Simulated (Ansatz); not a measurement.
**ZrB2: equation of state with r2SCAN**

ZrB2:

```
CELL_PARAMETERS angstrom
3.17000 0.00000 0.00000
-1.58500 2.74530 0.00000
0.00000 0.00000 3.53300
ATOMIC_POSITIONS crystal
Zr 0.00000 0.00000 0.00000
B 0.66667 0.33333 0.50000
B 0.33333 0.66667 0.50000
```

```
Program             : Ansatz 0.2.0
Task                : equation of state
Functional          : r2SCAN
Potentials or basis : Ansatz PAW
Cutoff              : 500 eV
Density cutoff      : 2000 eV
k mesh              : 10 × 10 × 8
Occupations         : fermi-dirac, width 0.05 eV
Spin                : no spin polarisation
```

| Quantity | Value |
| --- | --- |
| Equilibrium volume | 10.28 Å³/atom |
| Bulk modulus at fixed shape and positions | 244 GPa |
| Pressure derivative of the bulk modulus | 3.9 |

Energy against volume, from the lowest point:
```csv
volume (Å³/atom),energy (meV/atom)
9.634,34.44
9.839,15.52
10.044,4.28
10.249,0.00
10.454,2.04
10.659,9.80
10.864,22.77
```

All runs of the series together: 16 s on 2 threads of Arm Neoverse V2, on a shared host.

Caveat: the cell was scaled at fixed shape and fractional positions, which overstates the stiffness of a crystal with free parameters, most of all of layers and chains; the PAW data sets were made with another functional, which shifts forces and pressure a little.
